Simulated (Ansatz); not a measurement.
Calculation for TaC (rocksalt type): DFT, PBEsol, all-electron LAPW, scalar-relativistic (Ansatz 0.2.0).

The cell comes from a relaxation on PAW files under the same functional, begun from a prototype that needn't be the stable phase.

Command: `ansatz run input.yaml --threads 1 --pin off --max-ram 2048MiB --backend cpu --events-out ev --progress --plain --runs-dir out` It took 23 s on 1 thread of Intel(R) Xeon(R) Platinum 8559C (Emerald Rapids) (shared host), peak memory 0.53 GiB.

```yaml
crystal:
  lattice:
    - [0.0, 2.2200718564, 2.2200718564]
    - [2.2200718564, 0.0, 2.2200718564]
    - [2.2200718564, 2.2200718564, 0.0]
  atoms:
    - { symbol: Ta, position: [0.0, 0.0, 0.0] }
    - { symbol: C, position: [0.5, 0.5, 0.5] }
kpoints:
  mp_grid: { grid: [15, 15, 15] }
  band_path:
    path:
      - [0.0, 0.0, 0.0]
      - [0.5, 0.0, 0.5]
      - [0.625, 0.25, 0.625]
      - [0.375, 0.375, 0.75]
      - [0.0, 0.0, 0.0]
      - [0.5, 0.5, 0.5]
      - [0.5, 0.25, 0.75]
      - [0.5, 0.0, 0.5]
    npoints: 14
scf:
  occupations: { method: fermi_dirac, width: 0.08 }
hamiltonian:
  xc: pbesol
  pseudopotentials: { kind: all_electron, lapw: { basis_error: 0.001 } }
output:
  forces: true
  stress: true
  eigenvalues: true
  populations: true
  dos: { projected: true, de: 0.2, e_range: [-14, 8] }
```

Output:

```
Ta: projections on atomic orbitals take those of the free atom 1s2 2s2 2p6 3s2 3p6 3d10 4s2 4p6 4d10 4f14 5s2 5p6 5d3 6s2, of charge +0.00 (hamiltonian.pseudopotentials.projection_atoms)
C: projections on atomic orbitals take those of the free atom 1s2 2s2 2p2, of charge +0.00 (hamiltonian.pseudopotentials.projection_atoms)
LAPW: plane waves up to 9.319 Å⁻¹, error target 1.0e-3 eV per atom; small_component_spin mean_spin; C in spheres of 0.911 Å, 6 of its electrons in bands, Dirac shells []; Ta in spheres of 1.309 Å, 43 of its electrons in bands, Dirac shells [] (how accurate: hamiltonian.pseudopotentials.lapw.basis_error, Limitations)
Engine: ansatz 0.2.0
Pseudopotentials: kind: all_electron
Pseudopotential: Ta, LAPW, valence charge 43, lapw/all_electron/scalar/gaussian/Ta, Koelling and Harmon's equation, gaussian nucleus
Pseudopotential: C, LAPW, valence charge 6, lapw/all_electron/scalar/gaussian/C, Koelling and Harmon's equation, gaussian nucleus
Functional definition: PBEsol
  exchange = pbesol_x
  correlation = pbesol_c
Crystal: 2 atoms, lattice volume = 21.884 Å³
Basis set: ecut = 330.9005547118233 eV, 307 PW (Γ), exchange–correlation at level 2
Bands: 30, of which v1, the nominal top of the filled ones, is band 25 counted from 1 (24 counted from 0)
Symmetry: 48 space group operations
Space group: Fm-3m (ITA 225), of the structure as read, at distance tolerance 2.8e-5 Å
k-points: 120 of 3375
Non-local potential: Ta, projectors of the file, none
Non-local potential: C, projectors of the file, none
Initial density: superposition of atomic densities (chi_scale 0.1, normalization cell, long waves kept (reshape's long-wave potential 0.00 eV rms))
Initial wavefunctions: plane waves of lowest kinetic energy (no species holds an atomic orbital)
Functional: x = pbesol(κ = 0.804, μ = 0.12345679012345678), c = pbesol(β = 0.046)
iter 1 solved again at ethr=1.07e-2 eV; its pass at ethr=1.00e-1 eV (dr2=5.24e0 eV) is discarded
SCF iter   1: F=—  HF=-425479.331185 eV  |F-HF|=—  |Δ(HF+E_count)|=         —  Δρ=1.36e-1  dr2=5.24e0  ethr=1.07e-2  ⟨swp⟩=2.0  Hψ=21767  notcnv=0
preconditioner: auto → Kerker (q_TF=auto, 3.121 Å⁻¹)  [metal: Δε(μ)=0.066 eV  Ē_g=23.352 eV  σ=0.080 eV  W_gap=0.20  n_scr=14 (ndim 8)  ℏωp=42.7 eV  f_vac=0.000  D(μ)=0.48/eV (n_scr^D=0)]
iter 2 solved again at ethr=6.13e-4 eV; its pass at ethr=1.07e-2 eV (dr2=3.00e-1 eV) is discarded
SCF iter   2: F=—  HF=-425477.420892 eV  |F-HF|=—  |Δ(HF+E_count)|=    1.91e0  Δρ=3.34e-2  dr2=3.00e-1  ethr=6.13e-4  ⟨swp⟩=2.0  Hψ=18194  notcnv=0
SCF iter   3: F=—  HF=-425477.387920 eV  |F-HF|=—  |Δ(HF+E_count)|=         —  Δρ=2.85e-2  dr2=2.39e-1  ethr=6.13e-4  ⟨swp⟩=2.0  Hψ=10263  notcnv=0
the basis was enlarged: its passes take 220.2 KiB over the memory plan, 1 of 1 planned eigensolver slots
SCF iter   4: F=—  HF=-425477.370774 eV  |F-HF|=—  |Δ(HF+E_count)|=   1.71e-2  Δρ=1.10e-2  dr2=3.36e-2  ethr=4.88e-4  ⟨swp⟩=2.0  Hψ=9813  notcnv=0
SCF iter   5: F=—  HF=-425477.349331 eV  |F-HF|=—  |Δ(HF+E_count)|=   2.14e-2  Δρ=2.95e-3  dr2=1.21e-3  ethr=6.85e-5  ⟨swp⟩=2.4  Hψ=10722  notcnv=0
SCF iter   6: F=—  HF=-425477.349469 eV  |F-HF|=—  |Δ(HF+E_count)|=   1.38e-4  Δρ=1.05e-3  dr2=2.90e-4  ethr=2.47e-6  ⟨swp⟩=2.0  Hψ=10524  notcnv=0
SCF iter   7: F=—  HF=-425477.349443 eV  |F-HF|=—  |Δ(HF+E_count)|=   2.59e-5  Δρ=2.84e-4  dr2=1.88e-5  ethr=5.91e-7  ⟨swp⟩=2.0  Hψ=10524  notcnv=0
SCF iter   8: F=—  HF=-425477.349442 eV  |F-HF|=—  |Δ(HF+E_count)|=   9.40e-7  Δρ=7.12e-5  dr2=8.92e-7  ethr=3.84e-8  ⟨swp⟩=2.0  Hψ=10524  notcnv=0
SCF iter   9: F=—  HF=-425477.349442 eV  |F-HF|=—  |Δ(HF+E_count)|=   8.73e-8  Δρ=2.95e-5  dr2=2.19e-7  ethr=1.82e-9  ⟨swp⟩=2.0  Hψ=10524  notcnv=0
SCF iter  10: F=-425477.349442 eV  HF=-425477.349442 eV  |F-HF|=6.69e-9  |Δ(HF+E_count)|=   6.97e-8  Δρ=4.31e-6  dr2=4.11e-9  ethr=4.46e-10  ⟨swp⟩=2.8  Hψ=10851  notcnv=0
SCF 1 converged in 10 iterations: F = -425477.349442 eV  dr2 = 4.11e-9
NSCF: frozen V_eff on 99 k-points
SCF converged after 10 iterations
Free energy (F): -425477.349442 eV
Harris-Foulkes:  -425477.349442 eV  (|F-HF|=6.69e-9)
Internal energy: -425477.333091 eV  (E = F + TS)
E sigma→0 (E₀):  -425477.341267 eV
Entropy (-TS):   -0.016351 eV (-8.175 meV/atom)
Fermi energy:    25.222492 eV
--- Per-component energies (eV) ---
  E_band       = -4529.054514
  E_kinetic    = 474782.615240
  E_xc         = -8640.612614
  E_electrostatic = -891619.335718  (all electrons and nuclei)
  E_smearing   = -0.016351  (= −TS)
  E_closure    = 0.000000  (closes the sum)
  E_atoms      = -425455.876864  (free atoms, spherical and without spin; not in F)
  Σ components = -425477.349442   (vs F -425477.349442, Δ=0.00e0)
  Basis errors (estimates in eV, not in F): energy 3.6e-4 per atom: plane waves 3.3e-4 (1.8e-4 summed), levels above the bands 1.9e-56, relativity 3.9e-8, radial functions 2.9e-5, core shells 2.2e-7; eigenvalues (radial functions only) 3.8e-6; not estimated: angular momenta, meshes, grids; target (lapw.basis_error) 1.0e-3; muffin-tin radii C 0.911 Å, Ta 1.309 Å
--- Forces (eV/Å), atoms counted from 1 ---
  atom   1  Ta    -0.00000000     0.00000000     0.00000000
  atom   2  C      0.00000000    -0.00000000     0.00000000
  max |Σ_I F_I| component: 9.53e-31 eV/Å
--- Stress (GPa, compression-positive) ---
       -0.173885       0.000000       0.000000
        0.000000      -0.173885      -0.000000
        0.000000      -0.000000      -0.173885
  P = ⅓ Tr σ = -0.1739 GPa (-1.739 kbar)
--- Band table (eV; the first three rows and the last of 120) ---
  k-point 0: bands = ["-370.3235", "-370.3235", "-370.3235", "-239.2798", "-192.1031", "-192.1031", "-192.1031", "-192.0991", "-192.0991", "-43.4205", "-9.6926", "-9.6926", "-9.6926", "4.7946", "4.7955", "4.7955", "4.7955", "4.8452", "4.8452", "4.8452", "10.4069", "23.8705", "23.8705", "23.8705", "24.7910", "24.7910", "24.7910", "25.8989", "25.8989", "31.9292"]
  k-point 1: bands = ["-370.3235", "-370.3235", "-370.3235", "-239.2798", "-192.1031", "-192.1031", "-192.1031", "-192.0991", "-192.0991", "-43.4184", "-9.7271", "-9.6960", "-9.6960", "4.7947", "4.7960", "4.7969", "4.7969", "4.8436", "4.8436", "4.8452", "10.5350", "23.2209", "23.5877", "23.5877", "24.3851", "24.3851", "25.1744", "26.8400", "26.8400", "32.1735"]
  k-point 2: bands = ["-370.3235", "-370.3235", "-370.3235", "-239.2798", "-192.1031", "-192.1031", "-192.1031", "-192.0991", "-192.0991", "-43.4124", "-9.8236", "-9.7057", "-9.7057", "4.7928", "4.7994", "4.8008", "4.8008", "4.8392", "4.8392", "4.8454", "10.9079", "22.1074", "22.6439", "22.6439", "24.6023", "24.6023", "25.6065", "28.3093", "28.3093", "32.7985"]
  k-point 119: bands = ["-370.3235", "-370.3235", "-370.3235", "-239.2798", "-192.1031", "-192.1031", "-192.1031", "-192.0991", "-192.0991", "-43.3552", "-10.1774", "-10.1479", "-9.9544", "4.8097", "4.8113", "4.8159", "4.8173", "4.8227", "4.8245", "4.8301", "13.4712", "19.6722", "20.2406", "20.4168", "26.5046", "27.1776", "29.4238", "30.4381", "31.8221", "37.8189"]
--- Löwdin populations: 2 sites ---
  site symbol       q [e]
     0     Ta     72.2062
     1      C      6.7433
  spilling = 0.000639 (of n_electrons = 79.000000)
```

populations.tsv:

```
# site	symbol	l	j	q
# orbitals = lowdin
# n_electrons = 79.000000
# spilling = 0.000639
# projection_atom_Ta: 1s2 2s2 2p6 3s2 3p6 3d10 4s2 4p6 4d10 4f14 5s2 5p6 5d3 6s2
# projection_atom_C: 1s2 2s2 2p2
0	Ta	0_1S	-	1.999999
0	Ta	0_2S	-	1.999977
0	Ta	0_3S	-	1.999708
0	Ta	0_4S	-	1.996940
0	Ta	0_5S	-	1.948905
0	Ta	0_6S	-	0.479079
0	Ta	1_2P	-	6.000000
0	Ta	1_3P	-	5.999998
0	Ta	1_4P	-	5.999906
0	Ta	1_5P	-	5.987047
0	Ta	2_3D	-	9.999999
0	Ta	2_4D	-	9.999918
0	Ta	2_5D	-	3.796959
0	Ta	3_4F	-	13.997761
1	C	0_1S	-	1.994005
1	C	0_2S	-	1.261929
1	C	1_2P	-	3.487353
```

Next run (volume at 0.94 of the series' base cell), as changes to the input before:

```diff
   lattice:
-    - [0.0, 2.2200718564, 2.2200718564]
-    - [2.2200718564, 0.0, 2.2200718564]
-    - [2.2200718564, 2.2200718564, 0.0]
+    - [0.0, 2.1747515509, 2.1747515509]
+    - [2.1747515509, 0.0, 2.1747515509]
+    - [2.1747515509, 2.1747515509, 0.0]
   atoms:
   mp_grid: { grid: [15, 15, 15] }
-  band_path:
-    path:
-      - [0.0, 0.0, 0.0]
-      - [0.5, 0.0, 0.5]
-      - [0.625, 0.25, 0.625]
-      - [0.375, 0.375, 0.75]
-      - [0.0, 0.0, 0.0]
-      - [0.5, 0.5, 0.5]
-      - [0.5, 0.25, 0.75]
-      - [0.5, 0.0, 0.5]
-    npoints: 14
 scf:
   populations: true
-  dos: { projected: true, de: 0.2, e_range: [-14, 8] }
```

Results part of the output:

```
SCF 1 converged in 9 iterations: F = -425477.257946 eV  dr2 = 2.58e-8
SCF converged after 9 iterations
Free energy (F): -425477.257946 eV
Harris-Foulkes:  -425477.257946 eV  (|F-HF|=3.12e-8)
Internal energy: -425477.242112 eV  (E = F + TS)
E sigma→0 (E₀):  -425477.250029 eV
Entropy (-TS):   -0.015834 eV (-7.917 meV/atom)
Fermi energy:    26.929441 eV
--- Per-component energies (eV) ---
  E_band       = -4439.870352
  E_kinetic    = 474791.911578
  E_xc         = -8642.597748
  E_electrostatic = -891626.555942  (all electrons and nuclei)
  E_smearing   = -0.015834  (= −TS)
  E_closure    = 0.000000  (closes the sum)
  E_atoms      = -425455.876864  (free atoms, spherical and without spin; not in F)
  Σ components = -425477.257946   (vs F -425477.257946, Δ=0.00e0)
  Basis errors (estimates in eV, not in F): energy 3.6e-4 per atom: plane waves 3.3e-4 (1.8e-4 summed), levels above the bands 9.2e-57, relativity 3.2e-8, radial functions 2.9e-5, core shells 3.7e-7; eigenvalues (radial functions only) 4.4e-6; not estimated: angular momenta, meshes, grids; target (lapw.basis_error) 1.0e-3; muffin-tin radii C 0.888 Å, Ta 1.286 Å
--- Forces (eV/Å), atoms counted from 1 ---
  atom   1  Ta    -0.00000000     0.00000000    -0.00000000
  atom   2  C      0.00000000    -0.00000000    -0.00000000
  max |Σ_I F_I| component: 2.56e-30 eV/Å
--- Stress (GPa, compression-positive) ---
       23.739287      -0.000000      -0.000000
       -0.000000      23.739287      -0.000000
       -0.000000      -0.000000      23.739287
  P = ⅓ Tr σ = 23.7393 GPa (237.393 kbar)
--- Band table (eV; the first three rows and the last of 120) ---
  k-point 0: bands = ["-368.4011", "-368.4011", "-368.4011", "-237.4203", "-190.1801", "-190.1801", "-190.1801", "-190.1764", "-190.1764", "-41.5629", "-7.8165", "-7.8165", "-7.8165", "6.6996", "6.6996", "6.6996", "6.7018", "6.7638", "6.7638", "6.7638", "11.6906", "25.4566", "25.4566", "25.4566", "26.4685", "26.4685", "26.4685", "27.6763", "27.6763", "34.3880"]
  k-point 1: bands = ["-368.4011", "-368.4011", "-368.4011", "-237.4203", "-190.1801", "-190.1801", "-190.1801", "-190.1764", "-190.1764", "-41.5600", "-7.8605", "-7.8207", "-7.8207", "6.6988", "6.7014", "6.7014", "6.7032", "6.7618", "6.7618", "6.7639", "11.8313", "24.7879", "25.1763", "25.1763", "26.0244", "26.0244", "26.8740", "28.6733", "28.6733", "34.6249"]
  k-point 2: bands = ["-368.4011", "-368.4011", "-368.4011", "-237.4203", "-190.1801", "-190.1801", "-190.1801", "-190.1764", "-190.1764", "-41.5519", "-7.9830", "-7.8326", "-7.8326", "6.6964", "6.7064", "6.7064", "6.7076", "6.7563", "6.7563", "6.7642", "12.2392", "23.6411", "24.1866", "24.1866", "26.2491", "26.2491", "27.3437", "30.2414", "30.2414", "35.2333"]
  k-point 119: bands = ["-368.4011", "-368.4011", "-368.4011", "-237.4203", "-190.1801", "-190.1801", "-190.1801", "-190.1764", "-190.1764", "-41.4744", "-8.4242", "-8.3873", "-8.1444", "6.7191", "6.7216", "6.7264", "6.7279", "6.7349", "6.7370", "6.7467", "14.8844", "21.1287", "21.7998", "21.9270", "28.3077", "29.0284", "31.5380", "32.6825", "34.2461", "40.5086"]
--- Löwdin populations: 2 sites ---
  site symbol       q [e]
     0     Ta     72.2400
     1      C      6.7121
  spilling = 0.000606 (of n_electrons = 79.000000)
```

Next run (volume at 0.88 of the series' base cell), as changes to the input before:

```diff
   lattice:
-    - [0.0, 2.1747515509, 2.1747515509]
-    - [2.1747515509, 0.0, 2.1747515509]
-    - [2.1747515509, 2.1747515509, 0.0]
+    - [0.0, 2.1274592754, 2.1274592754]
+    - [2.1274592754, 0.0, 2.1274592754]
+    - [2.1274592754, 2.1274592754, 0.0]
   atoms:
   mp_grid: { grid: [15, 15, 15] }
+  band_path:
+    path:
+      - [0.0, 0.0, 0.0]
+      - [0.5, 0.0, 0.5]
+      - [0.625, 0.25, 0.625]
+      - [0.375, 0.375, 0.75]
+      - [0.0, 0.0, 0.0]
+      - [0.5, 0.5, 0.5]
+      - [0.5, 0.25, 0.75]
+      - [0.5, 0.0, 0.5]
+    npoints: 8
 scf:
   populations: true
+  dos: { projected: true, de: 0.2, e_range: [-14, 8] }
```

Command: `ansatz run input.yaml --threads 1 --pin off --max-ram 2048MiB --backend cpu --events-out ev --progress --plain --runs-dir out` It took 19 s on 1 thread of Intel(R) Xeon(R) Platinum 8559C (Emerald Rapids) (shared host), peak memory 0.53 GiB.

Results part of the output:

```
SCF 1 converged in 9 iterations: F = -425476.936636 eV  dr2 = 3.93e-8
NSCF: frozen V_eff on 57 k-points
SCF converged after 9 iterations
Free energy (F): -425476.936636 eV
Harris-Foulkes:  -425476.936636 eV  (|F-HF|=6.86e-8)
Internal energy: -425476.921356 eV  (E = F + TS)
E sigma→0 (E₀):  -425476.928996 eV
Entropy (-TS):   -0.015280 eV (-7.640 meV/atom)
Fermi energy:    28.847507 eV
--- Per-component energies (eV) ---
  E_band       = -4340.028105
  E_kinetic    = 474802.998062
  E_xc         = -8644.842606
  E_electrostatic = -891635.076812  (all electrons and nuclei)
  E_smearing   = -0.015280  (= −TS)
  E_closure    = 0.000000  (closes the sum)
  E_atoms      = -425455.876864  (free atoms, spherical and without spin; not in F)
  Σ components = -425476.936636   (vs F -425476.936636, Δ=0.00e0)
  Basis errors (estimates in eV, not in F): energy 3.7e-4 per atom: plane waves 3.3e-4 (1.9e-4 summed), levels above the bands 4.5e-57, relativity 3.2e-8, radial functions 3.2e-5, core shells 6.6e-7; eigenvalues (radial functions only) 4.3e-6; not estimated: angular momenta, meshes, grids; target (lapw.basis_error) 1.0e-3; muffin-tin radii C 0.865 Å, Ta 1.262 Å
--- Forces (eV/Å), atoms counted from 1 ---
  atom   1  Ta    -0.00000000     0.00000000     0.00000000
  atom   2  C      0.00000000    -0.00000000     0.00000000
  max |Σ_I F_I| component: 1.84e-30 eV/Å
--- Stress (GPa, compression-positive) ---
       56.379388      -0.000000       0.000000
       -0.000000      56.379388       0.000000
        0.000000       0.000000      56.379388
  P = ⅓ Tr σ = 56.3794 GPa (563.794 kbar)
--- Band table (eV; the first three rows and the last of 120) ---
  k-point 0: bands = ["-366.2504", "-366.2504", "-366.2504", "-235.3457", "-188.0287", "-188.0287", "-188.0287", "-188.0255", "-188.0255", "-39.4956", "-5.7174", "-5.7174", "-5.7174", "8.8266", "8.8266", "8.8266", "8.8329", "8.9103", "8.9103", "8.9103", "13.1656", "27.2309", "27.2309", "27.2309", "28.3586", "28.3586", "28.3586", "29.6695", "29.6695", "37.1446"]
  k-point 1: bands = ["-366.2504", "-366.2504", "-366.2504", "-235.3457", "-188.0287", "-188.0287", "-188.0287", "-188.0255", "-188.0255", "-39.4917", "-5.7740", "-5.7226", "-5.7226", "8.8256", "8.8289", "8.8289", "8.8347", "8.9078", "8.9078", "8.9105", "13.3215", "26.5455", "26.9579", "26.9579", "27.8640", "27.8640", "28.7831", "30.7323", "30.7323", "37.3741"]
  k-point 2: bands = ["-366.2504", "-366.2504", "-366.2504", "-235.3457", "-188.0287", "-188.0287", "-188.0287", "-188.0255", "-188.0255", "-39.4806", "-5.9311", "-5.7371", "-5.7371", "8.8225", "8.8353", "8.8353", "8.8402", "8.9008", "8.9008", "8.9108", "13.7715", "25.3653", "25.9202", "25.9202", "28.0927", "28.0927", "29.2906", "32.4125", "32.4125", "37.9647"]
  k-point 119: bands = ["-366.2504", "-366.2504", "-366.2504", "-235.3457", "-188.0287", "-188.0287", "-188.0287", "-188.0255", "-188.0255", "-39.3743", "-6.4856", "-6.4392", "-6.1319", "8.8532", "8.8571", "8.8614", "8.8641", "8.8729", "8.8755", "8.8907", "16.4863", "22.7728", "23.5810", "23.6459", "30.3344", "31.1062", "33.9182", "35.2174", "36.9867", "43.4773"]
--- Löwdin populations: 2 sites ---
  site symbol       q [e]
     0     Ta     72.2789
     1      C      6.6754
  spilling = 0.000578 (of n_electrons = 79.000000)
```

Next run (volume at 0.8 of the series' base cell), as changes to the input before:

```diff
   lattice:
-    - [0.0, 2.1274592754, 2.1274592754]
-    - [2.1274592754, 0.0, 2.1274592754]
-    - [2.1274592754, 2.1274592754, 0.0]
+    - [0.0, 2.0609321477, 2.0609321477]
+    - [2.0609321477, 0.0, 2.0609321477]
+    - [2.0609321477, 2.0609321477, 0.0]
   atoms:
   mp_grid: { grid: [15, 15, 15] }
-  band_path:
-    path:
-      - [0.0, 0.0, 0.0]
-      - [0.5, 0.0, 0.5]
-      - [0.625, 0.25, 0.625]
-      - [0.375, 0.375, 0.75]
-      - [0.0, 0.0, 0.0]
-      - [0.5, 0.5, 0.5]
-      - [0.5, 0.25, 0.75]
-      - [0.5, 0.0, 0.5]
-    npoints: 8
 scf:
   populations: true
-  dos: { projected: true, de: 0.2, e_range: [-14, 8] }
```

Command: `ansatz run input.yaml --threads 1 --pin off --max-ram 2048MiB --backend cpu --events-out ev --progress --plain --runs-dir out` It took 17 s on 1 thread of Intel(R) Xeon(R) Platinum 8559C (Emerald Rapids) (shared host), peak memory 0.54 GiB.

Results part of the output:

```
SCF 1 converged in 9 iterations: F = -425475.999786 eV  dr2 = 8.32e-8
SCF converged after 9 iterations
Free energy (F): -425475.999786 eV
Harris-Foulkes:  -425475.999786 eV  (|F-HF|=8.88e-8)
Internal energy: -425475.985501 eV  (E = F + TS)
E sigma→0 (E₀):  -425475.992644 eV
Entropy (-TS):   -0.014285 eV (-7.143 meV/atom)
Fermi energy:    31.812818 eV
--- Per-component energies (eV) ---
  E_band       = -4186.735244
  E_kinetic    = 474821.311960
  E_xc         = -8648.327517
  E_electrostatic = -891648.969944  (all electrons and nuclei)
  E_smearing   = -0.014285  (= −TS)
  E_closure    = 0.000000  (closes the sum)
  E_atoms      = -425455.876864  (free atoms, spherical and without spin; not in F)
  Σ components = -425475.999786   (vs F -425475.999786, Δ=0.00e0)
  Basis errors (estimates in eV, not in F): energy 3.7e-4 per atom: plane waves 3.4e-4 (1.9e-4 summed), levels above the bands 1.8e-57, relativity 3.3e-8, radial functions 2.8e-5, core shells 1.5e-6; eigenvalues (radial functions only) 3.7e-6; not estimated: angular momenta, meshes, grids; target (lapw.basis_error) 1.0e-3; muffin-tin radii C 0.833 Å, Ta 1.228 Å
--- Forces (eV/Å), atoms counted from 1 ---
  atom   1  Ta    -0.00000000    -0.00000000    -0.00000000
  atom   2  C      0.00000000    -0.00000000    -0.00000000
  max |Σ_I F_I| component: 1.51e-30 eV/Å
--- Stress (GPa, compression-positive) ---
      119.608080       0.000000       0.000000
        0.000000     119.608080       0.000000
        0.000000       0.000000     119.608080
  P = ⅓ Tr σ = 119.6081 GPa (1196.081 kbar)
--- Band table (eV; the first three rows and the last of 120) ---
  k-point 0: bands = ["-362.9525", "-362.9525", "-362.9525", "-232.1732", "-184.7296", "-184.7296", "-184.7296", "-184.7273", "-184.7273", "-36.3504", "-2.4956", "-2.4956", "-2.4956", "12.0810", "12.0810", "12.0810", "12.0956", "12.2022", "12.2022", "12.2022", "15.5152", "29.9557", "29.9557", "29.9557", "31.2890", "31.2890", "31.2890", "32.7398", "32.7398", "41.3861"]
  k-point 1: bands = ["-362.9525", "-362.9525", "-362.9525", "-232.1732", "-184.7296", "-184.7296", "-184.7296", "-184.7273", "-184.7273", "-36.3443", "-2.5763", "-2.5024", "-2.5024", "12.0796", "12.0842", "12.0842", "12.0981", "12.1986", "12.1986", "12.2023", "15.6973", "29.2536", "29.7021", "29.7021", "30.7024", "30.7024", "31.7329", "33.9105", "33.9105", "41.6056"]
  k-point 2: bands = ["-362.9525", "-362.9525", "-362.9525", "-232.1732", "-184.7296", "-184.7296", "-184.7296", "-184.7273", "-184.7273", "-36.3271", "-2.7988", "-2.5217", "-2.5217", "12.0753", "12.0935", "12.0935", "12.1057", "12.1889", "12.1889", "12.2028", "16.2177", "28.0314", "28.5989", "28.5989", "30.9269", "30.9269", "32.2898", "35.7654", "35.7654", "42.1696"]
  k-point 119: bands = ["-362.9525", "-362.9525", "-362.9525", "-232.1732", "-184.7295", "-184.7295", "-184.7295", "-184.7273", "-184.7273", "-36.1612", "-3.5608", "-3.4971", "-3.0712", "12.1210", "12.1283", "12.1308", "12.1367", "12.1489", "12.1525", "12.1779", "18.9920", "25.3241", "26.3487", "26.3913", "33.4695", "34.3140", "37.6015", "39.1571", "41.2502", "47.6232"]
--- Löwdin populations: 2 sites ---
  site symbol       q [e]
     0     Ta     72.3404
     1      C      6.6161
  spilling = 0.000551 (of n_electrons = 79.000000)
```

Spin–orbit coupling is left out, which matters for the heavy atoms.
